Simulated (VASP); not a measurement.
# Ta (Im-3m) in VASP: settings compared

Aim: see how the results for Ta move with the level of theory and the settings. Levels: RPBE, LDA. Tasks: relaxation of cell and atoms.

All numbers are computed with VASP 6.6.1; they aren't measurements. Logs are shortened: lines on timing, memory, paths and dates and some standing lists are left out, and cuts for length are marked.

### Step 1. The structure

Symmetry: Im-3m, No. 229, cubic system. The conventional cell has a = 3.303 Å, b = 3.303 Å, c = 3.303 Å, α = 90.00°, β = 90.00°, γ = 90.00°. Ta (site symmetry m-3m) is surrounded by 8 Ta at 2.86 Å.

### Step 2. Relaxation of cell and atoms, RPBE

File INCAR:

```
SYSTEM = Ta
  ALGO = Normal
  EDIFF = 1E-6
  EDIFFG = -0.01
  ENCUT = 600
  GGA = RP
  IBRION = 2
  ISIF = 3
  ISMEAR = 1
  LASPH = .TRUE.
  LCHARG = .FALSE.
  LREAL = .FALSE.
  LWAVE = .FALSE.
  NELM = 80
  NSW = 90
  PREC = Accurate
  SIGMA = 0.1
```

File KPOINTS:

```
k-points
0
G
  16 16 16
  0 0 0
```

File POSCAR:

```
Ta
1.0
   -1.6512800000      1.6512800000      1.6512800000
    1.6512800000     -1.6512800000      1.6512800000
    1.6512800000      1.6512800000     -1.6512800000
Ta
1
Direct
    0.0000000000      0.0000000000      0.0000000000
```

Potentials or basis: VASP PAW PBE potentials, release 64 (Ta_pv).

Run with:

```console
> cat potpaw_PBE.64/Ta_pv/POTCAR > POTCAR
> mpirun -np 1 vasp_std > vasp.out
```

OUTCAR:

```text
SYSTEM = Ta
   EDIFF = 1E-6
   EDIFFG = -0.01
   ENCUT = 600
   GGA = RP
   IBRION = 2
   ISIF = 3
   ISMEAR = 1
   LASPH = .TRUE.
   LREAL = .FALSE.
   NELM = 80
   NSW = 90
   PREC = Accurate

 ion  position               nearest neighbor table
   1  0.000  0.000  0.000-

  LATTYP: Found a body centered cubic cell.
 ALAT       =     3.3025600000

  Lattice vectors:

 A1 = (  -1.6512800000,   1.6512800000,   1.6512800000)
 A2 = (   1.6512800000,  -1.6512800000,   1.6512800000)
 A3 = (   1.6512800000,   1.6512800000,  -1.6512800000)

Analysis of symmetry for initial positions (statically):
=====================================================================
 Subroutine PRICEL returns:
 Original cell was already a primitive cell.

 Routine SETGRP: Setting up the symmetry group for a
 body centered cubic supercell.

 Subroutine GETGRP returns: Found 48 space group operations
 (whereof 48 operations were pure point group operations)
 out of a pool of 48 trial point group operations.

The static configuration has the point symmetry O_h .

Analysis of symmetry for dynamics (positions and initial velocities):
=====================================================================
 Subroutine PRICEL returns:
 Original cell was already a primitive cell.

 Routine SETGRP: Setting up the symmetry group for a
 body centered cubic supercell.

 Subroutine GETGRP returns: Found 48 space group operations
 (whereof 48 operations were pure point group operations)
 out of a pool of 48 trial point group operations.

The dynamic configuration has the point symmetry O_h .

 Subroutine INISYM returns: Found 48 space group operations
 (whereof 48 operations are pure point group operations),
 and found     1 'primitive' translations

----------------------------------------------------------------------------------------

                                     Primitive cell

  volume of cell :      18.0104

  direct lattice vectors                    reciprocal lattice vectors
    -1.651280000  1.651280000  1.651280000     0.000000000  0.302795407  0.302795407
     1.651280000 -1.651280000  1.651280000     0.302795407  0.000000000  0.302795407
     1.651280000  1.651280000 -1.651280000     0.302795407  0.302795407  0.000000000

  length of vectors
     2.860100858  2.860100858  2.860100858     0.428217371  0.428217371  0.428217371

  position of ions in fractional coordinates (direct lattice)
     0.000000000  0.000000000  0.000000000

  ion indices of the primitive-cell ions
   primitive index   ion index
                 1           1

----------------------------------------------------------------------------------------

 KPOINTS: k-points

Automatic generation of k-mesh.
 Grid dimensions read from file:
 generate k-points for:   16   16   16

 Generating k-lattice:

  Cartesian coordinates                     Fractional coordinates (reciprocal lattice)
     0.000000000  0.018924713  0.018924713     0.062500000  0.000000000  0.000000000
     0.018924713  0.000000000  0.018924713     0.000000000  0.062500000  0.000000000
     0.018924713  0.018924713  0.000000000     0.000000000  0.000000000  0.062500000

  Length of vectors
     0.026763586  0.026763586  0.026763586

  Shift w.r.t. Gamma in fractional coordinates (k-lattice)
     0.000000000  0.000000000  0.000000000

 Subroutine IBZKPT returns following result:
 ===========================================

 Found    145 irreducible k-points:

 Following reciprocal coordinates:
            Coordinates               Weight
  0.000000  0.000000  0.000000      1.000000
  0.062500  0.000000  0.000000     12.000000
  0.125000  0.000000  0.000000     12.000000
  0.187500  0.000000  0.000000     12.000000
  0.250000  0.000000  0.000000     12.000000
  0.312500  0.000000  0.000000     12.000000
[... 16 lines left out ...]
  0.187500  0.187500  0.000000     24.000000
  0.250000  0.187500  0.000000     48.000000
 [... further k-points ...]
   k-points           NKPTS =    145   k-points in BZ     NKDIM =    145   number of bands    NBANDS=      9
   number of dos      NEDOS =    301   number of ions     NIONS =      1
   total plane-waves  NPLWV =  13824
   dimension x,y,z NGX =    24 NGY =   24 NGZ =   24
   dimension x,y,z NGXF=    48 NGYF=   48 NGZF=   48
   ions per type =               1
   NGX,Y,Z   is equivalent  to a cutoff of  13.95, 13.95, 13.95 a.u.
   NGXF,Y,Z  is equivalent  to a cutoff of  27.90, 27.90, 27.90 a.u.
 SYSTEM =  Ta
   PREC   = accura    normal or accurate (medium, high low for compatibility)
   ISTART =      0    job   : 0-new  1-cont  2-samecut
   ICHARG =      2    charge: 1-file 2-atom 10-const
   ISPIN  =      1    spin polarized calculation?
   LNONCOLLINEAR =      F non collinear calculations
   LSORBIT =      F    spin-orbit coupling
   LASPH  =      T    aspherical Exc in radial PAW
   ENCUT  =  600.0 eV  44.10 Ry    6.64 a.u.   5.71  5.71  5.71*2*pi/ulx,y,z
   NELM   =     80;   NELMIN=  2; NELMDL= -5     # of ELM steps
   EDIFF  = 0.1E-05   stopping-criterion for ELM
   LREAL  =      F    real-space projection
   EDIFFG = -.1E-01   stopping-criterion for IOM
   NSW    =     90    number of steps for IOM
   IBRION =      2    ionic relax: 0-MD 1-quasi-New 2-CG
   NFREE  =      1    steps in history (QN), initial steepest desc. (CG)
   ISIF   =      3    stress and relaxation
   ISYM   =      2    0-nonsym 1-usesym 2-fastsym
   POTIM  = 0.5000    time-step for ionic-motion
   TEBEG  =    0.0;   TEEND  =   0.0 temperature during run
   PSTRESS=    0.0 pullay stress
   NELECT =      11.0000    total number of electrons
   NUPDOWN=      -1.0000    fix difference up-down
   EMIN   =  10.00;   EMAX   =-10.00  energy-range for DOS
   EFERMI =   0.00;   METHOD = LEGACY
   ISMEAR =     1;   SIGMA  =   0.10  broadening in eV -4-tet -1-fermi 0-gaus
   EFERMI_NEDOS =   21; number of points for ismear=-14 and -15
   IALGO  =     38    algorithm
   IMIX   =      4    mixing-type and parameters
     AMIX     =   0.40;   BMIX     =  1.00
     AMIX_MAG =   1.60;   BMIX_MAG =  1.00
  volume/ion in A,a.u.               =      18.01       121.54
  Fermi-wavevector in a.u.,A,eV,Ry     =   1.388988  2.624806 26.249534  1.929286
  Thomas-Fermi vector in A             =   2.513061
   LORBIT       =      0    0 simple, 1 ext, 2 COOP (PROOUT), +10 PAW based schemes
   GGA     = RP    functional components
   LHFCALC =     F    Hartree Fock is set to
   AEXX    =    0.0000 exact exchange contribution
   IVDW    =     0    specifies the selected vdW correction
   LEPSILON=     F    determine dielectric tensor
   LRPA    =     F    only Hartree local field effects (RPA)
 conjugate gradient relaxation of ions
 non-spin polarized calculation
 Methfessel and Paxton  Order N= 1 SIGMA  =   0.10
  energy-cutoff  :      600.00
  volume of cell :       18.01
 maximum number of plane-waves:       616
   NGX = 11   NGY = 11   NGZ = 11

--------------------------------------- Ionic step        1  -------------------------------------------

 number of electron      11.0000002 magnetization

 Free energy of the ion-electron system (eV)
  ---------------------------------------------------
  ext. energy  EPLUGINS =         0.00000000
  ---------------------------------------------------
  free energy    TOTEN  =       -11.29840365 eV

  energy without entropy =      -11.29816283  energy(sigma->0) =      -11.29832337

------------------------ aborting loop because EDIFF is reached ----------------------------------------

  FORCE on cell =-STRESS in cart. coord.  units (eV):
  Direction    XX          YY          ZZ          XY          YZ          ZX
  --------------------------------------------------------------------------------------
  -------------------------------------------------------------------------------------
  Total        0.7756031      0.7756031      0.7756031     -0.0000000     -0.0000000     -0.0000000
  in kB       68.9966419     68.9966419     68.9966419     -0.0000000     -0.0000000     -0.0000000
  external PRESSURE =      68.9966419 kB  Pullay stress =       0.0000000 kB

 VOLUME and BASIS-vectors are now :
 -----------------------------------------------------------------------------
  energy-cutoff  :      600.00
  volume of cell :       18.01
      direct lattice vectors                 reciprocal lattice vectors
    -1.651280000  1.651280000  1.651280000     0.000000000  0.302795407  0.302795407
     1.651280000 -1.651280000  1.651280000     0.302795407  0.000000000  0.302795407
     1.651280000  1.651280000 -1.651280000     0.302795407  0.302795407  0.000000000
[... 71 lines left out ...]
 POSITION                                       TOTAL-FORCE (eV/Angst)
 -----------------------------------------------------------------------------------
      0.00000      0.00000      0.00000         0.000000      0.000000      0.000000
 -----------------------------------------------------------------------------------
    total drift:                                0.000000      0.000000     -0.000000

  FREE ENERGIE OF THE ION-ELECTRON SYSTEM (eV)
  ---------------------------------------------------
  free  energy   TOTEN  =       -11.3116257120 eV

  energy  without entropy=      -11.3108819948  energy(sigma->0) =      -11.31137781

--------------------------------------- Ionic step        4  -------------------------------------------

 number of electron      10.9999999 magnetization

 Free energy of the ion-electron system (eV)
  ---------------------------------------------------
  ext. energy  EPLUGINS =         0.00000000
  ---------------------------------------------------
  free energy    TOTEN  =       -11.31163635 eV

  energy without entropy =      -11.31090801  energy(sigma->0) =      -11.31139357

 E-fermi :   5.2811     XC(G=0): -12.3880

 val. band max:        5.2778014358   @ k =   0.1875   0.0625   0.0000
 cond. band min:       5.3033842065   @ k =  -0.3750   0.4375   0.0625
 fundamental gap:      0.0255827707
 Fermi energy:         5.2810547712

 k-point     1 :       0.0000    0.0000    0.0000
  band No.  band energies     occupation
      1     -27.9549      2.00000
      2     -27.9549      2.00000
      3     -27.9549      2.00000
      4      -2.4824      2.00000
      5       6.0424     -0.00000
      6       6.0424     -0.00000
      7       6.0424     -0.00000
      8       9.1986      0.00000
      9       9.1986      0.00000

 k-point     2 :       0.0625    0.0000    0.0000
  band No.  band energies     occupation
      1     -27.9976      2.00000
      2     -27.9682      2.00000
      3     -27.9551      2.00000
      4      -2.3153      2.00000
      5       5.9339     -0.00000
      6       6.0104     -0.00000
      7       6.2055     -0.00000
      8       9.0244      0.00000
      9       9.1991      0.00000
[... 253 lines left out ...]
 k-point    24 :       0.2500    0.1875    0.0000
  band No.  band energies     occupation
      1     -28.7728      2.00000
      2     -28.2937      2.00000
      3     -28.0442      2.00000
      4       1.6562      2.00000
      5       4.1155      2.00000
      6       4.7115      2.00000
      7       8.5624      0.00000
      8       9.9831      0.00000
      9      11.7622      0.00000

 [... further k-points ...]

------------------------ aborting loop because EDIFF is reached ----------------------------------------

  FORCE on cell =-STRESS in cart. coord.  units (eV):
  Direction    XX          YY          ZZ          XY          YZ          ZX
  --------------------------------------------------------------------------------------
  -------------------------------------------------------------------------------------
  Total       -0.0073798     -0.0073798     -0.0073798      0.0000000     -0.0000000      0.0000000
  in kB       -0.6339717     -0.6339717     -0.6339717      0.0000000     -0.0000000      0.0000000
  external PRESSURE =      -0.6339717 kB  Pullay stress =       0.0000000 kB

 VOLUME and BASIS-vectors are now :
 -----------------------------------------------------------------------------
  energy-cutoff  :      600.00
  volume of cell :       18.65
      direct lattice vectors                 reciprocal lattice vectors
    -1.670607963  1.670607963  1.670607963     0.000000000  0.299292240  0.299292240
     1.670607963 -1.670607963  1.670607963     0.299292240  0.000000000  0.299292240
     1.670607963  1.670607963 -1.670607963     0.299292240  0.299292240  0.000000000

 POSITION                                       TOTAL-FORCE (eV/Angst)
 -----------------------------------------------------------------------------------
      0.00000     -0.00000      0.00000        -0.000000      0.000000     -0.000000
 -----------------------------------------------------------------------------------
    total drift:                               -0.000000      0.000000      0.000000

  FREE ENERGIE OF THE ION-ELECTRON SYSTEM (eV)
  ---------------------------------------------------
  free  energy   TOTEN  =       -11.3116363547 eV

  energy  without entropy=      -11.3109080057  energy(sigma->0) =      -11.31139357

 reached required accuracy - stopping structural energy minimisation
```

Run time: 29 s. Hardware: 1 thread of Intel Xeon Platinum 8375C at 2.90GHz (Ice Lake), shared host; peak memory 0.17 GiB.

Results:

* Free energy: -11.3116 eV
* Relaxed volume: 18.65 Å³/atom
* Relaxed cell: a = 2.894 Å, b = 2.894 Å, c = 2.894 Å, α = 109.47°, β = 109.47°, γ = 109.47°
* Space group after relaxing (to 0.05 Å): Im-3m (No. 229)
* Energy gained by relaxing: 13.2 meV/atom
* Ionic steps: 4
* Pressure after relaxing: -0.1 GPa
* Band gap on the k mesh: none (metal or under the smearing width)

The path:
```
step  energy change (eV)  largest force (eV/Å)  pressure (GPa)  volume (Å³)
   1              0.0000                0.0000            6.90        18.01
   2              0.0459                0.0000          -12.24        20.11
   3             -0.0132                0.0000           -0.12        18.66
   4             -0.0132                0.0000           -0.06        18.65
```

Final structure:
```
Ta
1.0
    -1.67061    1.67061    1.67061
     1.67061   -1.67061    1.67061
     1.67061    1.67061   -1.67061
Ta
1
Direct
  0.00000 0.00000 0.00000
```

Caveat: the PAW data sets were made with another functional, which shifts forces and pressure a little.

### Step 3. Relaxation of cell and atoms, RPBE

This run uses another cell than the first one, of 18.65 Å³/atom, 1.036 times its volume.

Edit INCAR of step 2 so:

```diff
@@ -2,4 +2,4 @@
   ALGO = Normal
-  EDIFF = 1E-6
-  EDIFFG = -0.01
+  EDIFF = 1E-7
+  EDIFFG = -0.005
   ENCUT = 600
```

KPOINTS is that of step 2.

File POSCAR:

```
Ta                                      
1.0
   -1.6706079632      1.6706079632      1.6706079632
    1.6706079632     -1.6706079632      1.6706079632
    1.6706079632      1.6706079632     -1.6706079632
  Ta            
     1
Direct
     0.0000000000000000    0.0000000000000000    0.0000000000000000
```

Potentials or basis: VASP PAW PBE potentials, release 64 (Ta_pv).

Run with:

```console
> cat potpaw_PBE.64/Ta_pv/POTCAR > POTCAR
> mpirun -np 1 vasp_std > vasp.out
```

Run time: 22 s. Hardware: 1 thread of Intel Xeon Platinum 8375C at 2.90GHz (Ice Lake), shared host; peak memory 0.17 GiB.

It converged, with:

```
Free energy                            : -11.3118 eV
Relaxed volume                         : 18.64 Å³/atom
Relaxed cell                           : a = 2.893 Å, b = 2.893 Å, c = 2.893 Å, α = 109.47°, β = 109.47°, γ = 109.47°
Space group after relaxing (to 0.05 Å) : Im-3m (No. 229)
Energy gained by relaxing              : 0.0 meV/atom
Ionic steps                            : 3
Pressure after relaxing                : 0.0 GPa
Band gap on the k mesh                 : none (metal or under the smearing width)
```

Final structure:
```
CELL_PARAMETERS angstrom
-1.67042 1.67042 1.67042
1.67042 -1.67042 1.67042
1.67042 1.67042 -1.67042
ATOMIC_POSITIONS crystal
Ta 0.00000 0.00000 0.00000
```

Levels at points of the mesh, in eV from the Fermi level:
```
           k point  band 3  band 4  band 5  band 6  band 7  band 8
(0.00, 0.00, 0.00)  -33.23   -7.76    0.76    0.76    0.76    3.92
(0.50, 0.00, 0.00)  -33.24   -4.20   -1.42    1.42    3.78    4.77
(0.50, 0.50, 0.50)  -33.96   -3.58   -3.58    6.58    6.58    6.58
```

Caveat: the PAW data sets were made with another functional, which shifts forces and pressure a little.

(Continued in part 2 of 2.)
